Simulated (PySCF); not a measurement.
# Isomerisation enthalpies of C7H8O

**The experiment to reproduce.**

From CRC Handbook of Chemistry and Physics, for the gas at 298.15 K: enthalpy of formation of `Cc1cccc(O)c1` (m-cresol) -132.3 kJ/mol; enthalpy of formation of `Cc1ccccc1O` (o-cresol) -128.6 kJ/mol; enthalpy of formation of `Cc1ccc(O)cc1` (p-cresol) -125.4 kJ/mol; enthalpy of formation of `OCc1ccccc1` -100.4 kJ/mol; enthalpy of formation of `COc1ccccc1` (anisole) -67.9 kJ/mol.

The runs below try to reproduce these values; the comparison stands at the end.

Differences of these values give the isomerisation enthalpies. Geometries: PBE0-D3(BJ)/def2-SVP; runs in PySCF, gas phase, with a dispersion term only where the level names one. Total electronic energies (Eh):

```tsv
SMILES	PBE0-D3(BJ)/def2-SVP
Cc1cccc(O)c1	-346.14891
Cc1ccccc1O	-346.14944
Cc1ccc(O)cc1	-346.14806
OCc1ccccc1	-346.13565
COc1ccccc1	-346.12949
```

Zero-point and thermal terms are left out, so the computed numbers are electronic energies.

## Comparison

Relative to `Cc1cccc(O)c1`, the lowest by measurement, in kJ/mol (measured: enthalpies at 298.15 K; computed: electronic energies):

| SMILES | measured | PBE0-D3(BJ)/def2-SVP |
| --- | --- | --- |
| Cc1cccc(O)c1 | 0.0 | 0.0 |
| Cc1ccccc1O | 3.7 | -1.4 |
| Cc1ccc(O)cc1 | 6.9 | 2.2 |
| OCc1ccccc1 | 31.9 | 34.8 |
| COc1ccccc1 | 64.4 | 51.0 |

Measured values: -132.3 kJ/mol (298.15 K; CRC Handbook of Chemistry and Physics) for the first row; the others come from the same table. Mean unsigned miss over the other isomers: PBE0-D3(BJ)/def2-SVP 6.5 kJ/mol. PBE0-D3(BJ)/def2-SVP puts another isomer lowest. One conformer stands for `Cc1cccc(O)c1`, `Cc1ccccc1O` and `OCc1ccccc1`, not necessarily the lowest, while the measurement averages over conformers. Where a level misses, the cause wasn't examined.

The values belong to the conformer `[CH3:1][c:2]1[cH:3][cH:4][c:5]([OH:6])[cH:7][cH:8]1`: H–O6–C5–C4 0°.
